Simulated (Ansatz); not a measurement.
V:

```
V
1.0
    -1.51435    1.51435    1.51435
     1.51435   -1.51435    1.51435
     1.51435    1.51435   -1.51435
V
1
Direct
  0.00000 0.00000 0.00000
```

```yaml
Program: Ansatz 0.2.0
Task: relaxation of cell and atoms
Functional: PBE
Dispersion: D4
Potentials_or_basis: all-electron LAPW, scalar-relativistic
Basis_error_allowed: 0.001 eV/atom
k_mesh: 12 × 12 × 12
Occupations: fermi-dirac, width 0.05 eV
Spin: collinear spin, ferromagnetic start
Starting_moments: "[2.0] μB"
```

At the start: volume 13.89 Å³/atom.

Task: How do energy, volume and symmetry change on relaxing?

Result: Over 5 steps the energy falls by 20.9 meV/atom and the volume is 13.17 Å³/atom (-5.2 %); space group Im-3m (No. 229, to 0.05 Å); moment 0.00 μB per cell.

Step by step:
| step | energy change (eV) | largest force (eV/Å) | volume (Å³) |
| --- | --- | --- | --- |
| 1 | 0.0000 | 0.0000 | 13.89 |
| 2 | -0.0204 | 0.0000 | 13.07 |
| 3 | -0.0209 | 0.0000 | 13.18 |
| 4 | -0.0209 | 0.0000 | 13.17 |
| 5 | -0.0209 | 0.0000 | 13.17 |

Final structure:
```
V
1.0
    -1.48786    1.48786    1.48786
     1.48786   -1.48786    1.48786
     1.48786    1.48786   -1.48786
V
1
Direct
  0.00000 0.00000 0.00000
```

Caveat: the starting moments weren't kept.
